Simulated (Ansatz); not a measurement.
Crystal: Ga.

```xyz
2
Lattice="1.3830 -4.0265 0.0000 1.3830 4.0265 0.0000 -0.1174 0.0000 3.3299" Properties=species:S:1:pos:R:3 pbc="T T T"
Ga    1.2949    2.9716    2.4974
Ga    1.3536   -2.9716    0.8325
```

This isn't the form of Ga at room conditions, which is orthorhombic.

| Quantity | Value |
| --- | --- |
| Program | Ansatz 0.2.0 |
| Task | relaxation of cell and atoms |
| Functional | HF |
| Potentials or basis | Ansatz PAW |
| Cutoff | 420 eV (not typed: the program's choice for these potentials) |
| k mesh | 5 × 5 × 4 |
| Occupations | fermi-dirac, width 0.05 eV |
| Spin | no spin polarisation |

At the start: volume 18.54 Å³/atom.

Task: How do energy, volume and symmetry change on relaxing?

Result: It ends after 9 steps and the volume is 20.50 Å³/atom (+10.5 %); space group C2/c (No. 15, to 0.05 Å).

The path:
```tsv
step	energy change (eV)	largest force (eV/Å)	volume (Å³)
1	0.0000	0.5304	37.09
2	-0.0873	0.0064	39.73
3	-0.1022	0.0361	40.88
4	-0.1024	0.0064	41.31
5	-0.1032	0.0050	41.14
6	-0.1032	0.0016	41.10
7	-0.1110	0.0017	41.10
8	-0.1113	0.0001	41.00
9	-0.1110	0.0001	41.00
```

Final structure:
```xyz
2
Lattice="1.4413 -4.0830 -0.0285 1.4413 4.0830 -0.0285 -0.1910 0.0000 3.4872" Properties=species:S:1:pos:R:3 pbc="T T T"
Ga    1.2980    2.9581    2.5869
Ga    1.3935   -2.9581    0.8433
```

Caveat: the k mesh is coarse (spacing up to 0.48 Å⁻¹), so the values aren't converged, least of all with exact exchange; the plane-wave basis is chosen anew once the cell has moved, so the energies of steps on either side of that aren't comparable; the pressure holds a Pulay correction of +0.4 GPa for the finite cutoff; the volume moved by +11 % from the deposited cell, more than functionals usually miss; the PAW data sets come from PBE, with cores solved anew for the run's functional, which leaves a small shift of forces and pressure.
